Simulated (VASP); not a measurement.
# Ce (Im-3m) in VASP: notebook

The runs below take Ce through single point, with PBE.

Program: VASP 6.6.1. These are calculated values, not measurements. Logs are shortened: lines on timing, memory, paths and dates and some standing lists are left out, and cuts for length are marked.

**1. The structure**

It takes space group Im-3m (No. 229, cubic). The conventional cell has a = 3.887 Å, b = 3.887 Å, c = 3.887 Å, α = 90.00°, β = 90.00°, γ = 90.00°. Around Ce (site symmetry m-3m) lie 8 Ce at 3.37 Å.

This isn't the form of Ce at room conditions, which is fcc.

**2. Single point, PBE, collinear spin, ferromagnetic start**

INCAR reads:

```
PREC     = Normal         # precision mode
ENCUT    = 450            # plane-wave cutoff, eV
EDIFF    = 1E-4           # SCF threshold, eV
ISMEAR   = 0              # smearing method
SIGMA    = 0.2            # smearing width, eV
LREAL    = Auto         
LASPH    = T              # aspherical terms in the spheres
NELM     = 100            # most SCF steps
ALGO     = Normal         # electronic algorithm
ISIF     = 2              # what is computed and relaxed
LWAVE    = F              # write WAVECAR
LCHARG   = F              # write CHGCAR
ISPIN    = 2              # spin polarisation
MAGMOM   = 1              # initial moments
LORBIT   = 11             # projections on sites
LMAXMIX  = 6              # l up to which the mixer works
GGA      = PE             # functional
NBANDS   = 16             # bands
ADDGRID  = F
```

KPOINTS reads:

```
regular mesh
0
Gamma
  9 9 9
```

POSCAR reads:

```
Ce
1.0
   -1.9824590000      1.9831840000      1.9962140000
    1.9307920000     -1.9490850000      1.9104480000
    1.9370660000      1.9036920000     -1.9621150000
Ce
1
Direct
   -0.0084250000     -0.0182580000     -0.0014360000
```

Potentials or basis: VASP PAW PBE potentials, release 64 (Ce).

Launch:

```
cat potpaw_PBE.64/Ce/POTCAR > POTCAR
mpirun -np 1 vasp_std > vasp.out
```

OUTCAR:

```text
PREC = Normal
   ENCUT = 450
   EDIFF = 1E-4
   ISMEAR = 0
   LREAL = Auto
   LASPH = T
   NELM = 100
   ISIF = 2
   ISPIN = 2
   LORBIT = 11
   GGA = PE

 Found    365 irreducible k-points:

 Following reciprocal coordinates:
            Coordinates               Weight
  0.000000  0.000000  0.000000      1.000000
  0.111111  0.000000 -0.000000      2.000000
  0.222222  0.000000  0.000000      2.000000
  0.333333  0.000000 -0.000000      2.000000
  0.444444  0.000000  0.000000      2.000000
  0.000000  0.111111  0.000000      2.000000
   k-points           NKPTS =    365   k-points in BZ     NKDIM =    365   number of bands    NBANDS=     16
   number of dos      NEDOS =    301   number of ions     NIONS =      1
   total plane-waves  NPLWV =   5832
   dimension x,y,z NGX =    18 NGY =   18 NGZ =   18
   dimension x,y,z NGXF=    36 NGYF=   36 NGZF=   36
   ions per type =               1
   NGX,Y,Z   is equivalent  to a cutoff of   8.69,  8.95,  8.93 a.u.
   NGXF,Y,Z  is equivalent  to a cutoff of  17.39, 17.90, 17.86 a.u.
 SYSTEM =  unknown system
   PREC   = normal    normal or accurate (medium, high low for compatibility)
   ISTART =      0    job   : 0-new  1-cont  2-samecut
   ICHARG =      2    charge: 1-file 2-atom 10-const
   ISPIN  =      2    spin polarized calculation?
   LNONCOLLINEAR =      F non collinear calculations
   LSORBIT =      F    spin-orbit coupling
   LASPH  =      T    aspherical Exc in radial PAW
   ENCUT  =  450.0 eV  33.07 Ry    5.75 a.u.   5.95  5.78  5.80*2*pi/ulx,y,z
   NELM   =    100;   NELMIN=  2; NELMDL= -5     # of ELM steps
   EDIFF  = 0.1E-03   stopping-criterion for ELM
   LREAL  =      T    real-space projection
   EDIFFG = 0.1E-02   stopping-criterion for IOM
   NSW    =      0    number of steps for IOM
   IBRION =     -1    ionic relax: 0-MD 1-quasi-New 2-CG
   NFREE  =      0    steps in history (QN), initial steepest desc. (CG)
   ISIF   =      2    stress and relaxation
   ISYM   =      2    0-nonsym 1-usesym 2-fastsym
   POTIM  = 0.5000    time-step for ionic-motion
   TEBEG  =    0.0;   TEEND  =   0.0 temperature during run
   PSTRESS=    0.0 pullay stress
   NELECT =      12.0000    total number of electrons
   NUPDOWN=      -1.0000    fix difference up-down
   EMIN   =  10.00;   EMAX   =-10.00  energy-range for DOS
   EFERMI =   0.00;   METHOD = LEGACY
   ISMEAR =     0;   SIGMA  =   0.20  broadening in eV -4-tet -1-fermi 0-gaus
   EFERMI_NEDOS =   21; number of points for ismear=-14 and -15
   IALGO  =     38    algorithm
   IMIX   =      4    mixing-type and parameters
     AMIX     =   0.40;   BMIX     =  1.00
     AMIX_MAG =   1.60;   BMIX_MAG =  1.00
  volume/ion in A,a.u.               =      29.35       198.10
  Fermi-wavevector in a.u.,A,eV,Ry     =   1.214998  2.296014 20.085205  1.476221
  Thomas-Fermi vector in A             =   2.350400
   LORBIT       =     11    0 simple, 1 ext, 2 COOP (PROOUT), +10 PAW based schemes
   GGA     = PE    functional components
   LHFCALC =     F    Hartree Fock is set to
   AEXX    =    0.0000 exact exchange contribution
   IVDW    =     0    specifies the selected vdW correction
   LEPSILON=     F    determine dielectric tensor
   LRPA    =     F    only Hartree local field effects (RPA)
 spin polarized calculation
 Gauss-broadening in eV      SIGMA  =   0.20
  energy-cutoff  :      450.00
  volume of cell :       29.35
 maximum number of plane-waves:       652
   NGX = 11   NGY = 11   NGZ = 11

 number of electron      11.9999999 magnetization       0.8704934

 Free energy of the ion-electron system (eV)
  ---------------------------------------------------
  ext. energy  EPLUGINS =         0.00000000
  ---------------------------------------------------
  free energy    TOTEN  =        -5.73835520 eV

  energy without entropy =       -5.63539203  energy(sigma->0) =       -5.68687361

 E-fermi :   8.2628     XC(G=0): -10.7820

 val. band max:        8.2625297904   @ k =   0.2222  -0.2222   0.4444
 cond. band min:       8.2632602450   @ k =  -0.1111  -0.2222   0.1111
 fundamental gap:      0.0007304546
 Fermi energy:         8.2628275356

 spin component 1

 k-point     1 :       0.0000    0.0000    0.0000
  band No.  band energies     occupation
      1     -26.5226      1.00000
      2      -8.1494      1.00000
      3      -8.0470      1.00000
      4      -8.0261      1.00000
      5       5.0546      1.00000
      6       8.2092      0.64768
[... 8 lines left out ...]
     15      10.1929      0.00000
     16      12.6281      0.00000

 k-point     2 :       0.1111    0.0000   -0.0000
  band No.  band energies     occupation
      1     -26.4811      1.00000
      2      -8.3982      1.00000
      3      -8.1479      1.00000
      4      -8.0505      1.00000
      5       5.5317      1.00000
      6       8.1177      0.84761
[... 8 lines left out ...]
     15      10.7574      0.00000
     16      12.3530      0.00000

 k-point     3 :       0.2222    0.0000    0.0000
  band No.  band energies     occupation
      1     -26.3744      1.00000
      2      -9.0709      1.00000
      3      -8.3441      1.00000
      4      -8.0622      1.00000
      5       6.3930      1.00000
      6       8.0832      0.89803
[... 8 lines left out ...]
     15      12.2495      0.00000
     16      12.3173      0.00000

 k-point     4 :       0.3333    0.0000   -0.0000
  band No.  band energies     occupation
      1     -26.2494      1.00000
      2      -9.7675      1.00000
      3      -8.5469      1.00000
      4      -8.0758      1.00000
      5       6.3968      1.00000
      6       7.9635      0.98286
[... 8 lines left out ...]
     15      12.7861      0.00000
     16      13.4340      0.00000

 k-point     5 :       0.4444    0.0000    0.0000
  band No.  band energies     occupation
      1     -26.1649      1.00000
      2     -10.1897      1.00000
      3      -8.6730      1.00000
      4      -8.0849      1.00000
      5       6.1335      1.00000
      6       7.8305      0.99888
[... 8 lines left out ...]
     15      13.0338      0.00000
     16      13.7998      0.00000

 k-point     6 :       0.0000    0.1111    0.0000
  band No.  band energies     occupation
      1     -26.4761      1.00000
      2      -8.3384      1.00000
      3      -8.1999      1.00000
      4      -8.0905      1.00000
      5       5.5506      1.00000
      6       8.1248      0.83550
[... 8 lines left out ...]
     15      10.4730      0.00000
     16      12.2546      0.00000

 [... further k-points ...]

 spin component 2

 k-point     1 :       0.0000    0.0000    0.0000
  band No.  band energies     occupation
      1     -26.1893      1.00000
      2      -7.8543      1.00000
      3      -7.7449      1.00000
      4      -7.7220      1.00000
      5       5.3747      1.00000
      6       8.6948      0.00113
[... 8 lines left out ...]
     15      10.5020      0.00000
     16      12.8115      0.00000

 k-point     2 :       0.1111    0.0000   -0.0000
  band No.  band energies     occupation
      1     -26.1476      1.00000
      2      -8.1015      1.00000
      3      -7.8449      1.00000
      4      -7.7488      1.00000
      5       5.8523      1.00000
      6       8.5784      0.01284
[... 8 lines left out ...]
     15      11.0741      0.00000
     16      12.5607      0.00000

 k-point     3 :       0.2222    0.0000    0.0000
  band No.  band energies     occupation
      1     -26.0404      1.00000
      2      -8.7724      1.00000
      3      -8.0420      1.00000
      4      -7.7614      1.00000
      5       6.7150      1.00000
      6       8.5113      0.03945
[... 8 lines left out ...]
     15      12.5431      0.00000
     16      12.5835      0.00000

 k-point     4 :       0.3333    0.0000   -0.0000
  band No.  band energies     occupation
      1     -25.9148      1.00000
      2      -9.4685      1.00000
      3      -8.2446      1.00000
      4      -7.7760      1.00000
      5       6.7093      1.00000
      6       8.3325      0.31118
[... 8 lines left out ...]
     15      13.0434      0.00000
     16      13.6589      0.00000

 k-point     5 :       0.4444    0.0000    0.0000
  band No.  band energies     occupation
      1     -25.8298      1.00000
      2      -9.8906      1.00000
      3      -8.3706      1.00000
      4      -7.7857      1.00000
      5       6.4358      1.00000
      6       8.1699      0.74438
[... 8 lines left out ...]
     15      13.2972      0.00000
     16      14.0246      0.00000

 k-point     6 :       0.0000    0.1111    0.0000
  band No.  band energies     occupation
      1     -26.1426      1.00000
      2      -8.0341      1.00000
      3      -7.9033      1.00000
      4      -7.7893      1.00000
      5       5.8693      1.00000
      6       8.5921      0.00995
[... 8 lines left out ...]
     15      10.8099      0.00000
     16      12.4636      0.00000

 [... further k-points ...]

------------------------ aborting loop because EDIFF is reached ----------------------------------------

  FORCE on cell =-STRESS in cart. coord.  units (eV):
  Direction    XX          YY          ZZ          XY          YZ          ZX
  --------------------------------------------------------------------------------------
  -------------------------------------------------------------------------------------
  Total       -0.2695624     -0.1893566     -0.1133151      0.0572837     -0.0456911      0.0673460
  in kB      -14.7126623    -10.3350468     -6.1847135      3.1265342     -2.4938087      3.6757284
  external PRESSURE =     -10.4108075 kB  Pullay stress =       0.0000000 kB

 VOLUME and BASIS-vectors are now :
 -----------------------------------------------------------------------------
  energy-cutoff  :      450.00
  volume of cell :       29.35
      direct lattice vectors                 reciprocal lattice vectors
    -1.982459000  1.983184000  1.996214000     0.006384800  0.255123769  0.253830615
     1.930792000 -1.949085000  1.910448000     0.262015728  0.000784005  0.259431410
     1.937066000  1.903692000 -1.962115000     0.261612011  0.260320847  0.001187722

 POSITION                                       TOTAL-FORCE (eV/Angst)
 -----------------------------------------------------------------------------------
      1.86407      1.95394      1.89567         0.000000      0.000000      0.000000
 -----------------------------------------------------------------------------------
    total drift:                               -0.000002      0.000004     -0.000001

  FREE ENERGIE OF THE ION-ELECTRON SYSTEM (eV)
  ---------------------------------------------------
  free  energy   TOTEN  =        -5.7383551978 eV

  energy  without entropy=       -5.6353920257  energy(sigma->0) =       -5.68687361

 total charge

# of ion       s       p       d       f       tot
--------------------------------------------------
    1        2.079   5.585   1.146   0.995   9.806

 magnetization (x)

# of ion       s       p       d       f       tot
--------------------------------------------------
    1        0.004   0.005   0.127   0.561   0.697
```

It took 2.1 min on 1 thread of Intel Xeon 6975P-C (Granite Rapids), shared host; peak memory 0.26 GiB.

The run converged, but some of its settings lie outside the range that counts as converged, so its numbers aren't taken as properties of the crystal.

What came out:

| Property | Result |
| --- | --- |
| Free energy | -5.7384 eV |
| Pressure | -1.0 GPa |
| Band gap on the k mesh | none (metal or under the smearing width) |
| Net moment | 0.87 μB per cell |
| Site moments | Ce +0.70 μB |
| Valence electrons inside the program's atomic spheres | Ce 9.81 |

Caveat: the magnetic or orbital state may not be the lowest; spin-orbit coupling is left out, which moves the levels of the heavy elements.

**3. Single point, PBE, collinear spin, ferromagnetic start**

This run uses another cell than the first one, of the same volume but with other edges.

Changes to INCAR since step 2:

```diff
@@ -1,7 +1,7 @@
-PREC     = Normal         # precision mode
-ENCUT    = 450            # plane-wave cutoff, eV
-EDIFF    = 1E-4           # SCF threshold, eV
+PREC     = Accurate       # precision mode
+ENCUT    = 400            # plane-wave cutoff, eV
+EDIFF    = 1E-6           # SCF threshold, eV
 ISMEAR   = 0              # smearing method
 SIGMA    = 0.2            # smearing width, eV
-LREAL    = Auto         
+LREAL    = F              # projectors in reciprocal space
 LASPH    = T              # aspherical terms in the spheres
```

KPOINTS reads:

```
regular mesh
0
Gamma
  10 10 10
```

POSCAR reads:

```
Ce
1.0
   -1.9432985503      1.9432985503      1.9432985503
    1.9432985503     -1.9432985503      1.9432985503
    1.9432985503      1.9432985503     -1.9432985503
Ce
1
Direct
    0.0000000000      0.0000000000      0.0000000000
```

Potentials or basis: VASP PAW PBE potentials, release 64 (Ce).

Launch:

```
cat potpaw_PBE.64/Ce/POTCAR > POTCAR
mpirun -np 1 vasp_std > vasp.out
```

It took 21 s on 1 thread of Intel Xeon 6975P-C (Granite Rapids), shared host; peak memory 0.17 GiB.

The run converged, but some of its settings lie outside the range that counts as converged, so its numbers aren't taken as properties of the crystal.

What came out:

| Quantity | Value |
| --- | --- |
| Free energy | -5.7404 eV |
| Pressure | -0.9 GPa |
| Band gap on the k mesh | none (metal or under the smearing width) |
| Net moment | 0.97 μB per cell |
| Site moments | Ce +0.77 μB |
| Valence electrons inside the program's atomic spheres | Ce 9.80 |

Caveat: the magnetic or orbital state may not be the lowest; spin-orbit coupling is left out, which moves the levels of the heavy elements.

**4. For comparison**

An earlier run on the cell as given: functional PBE; potentials or basis VASP PAW PBE potentials, release 64 (Ce); cutoff 520 eV; k mesh 10 × 10 × 10; occupations fermi-dirac, width 0.05 eV; collinear spin, ferromagnetic start; starting moments [1.0] μB.

* Pressure: -0.8 GPa
* Band gap on the k mesh: none (metal or under the smearing width)
* Net moment: 1.00 μB per cell
* Site moments: Ce +0.79 μB
* Valence electrons inside the program's atomic spheres: Ce 9.81
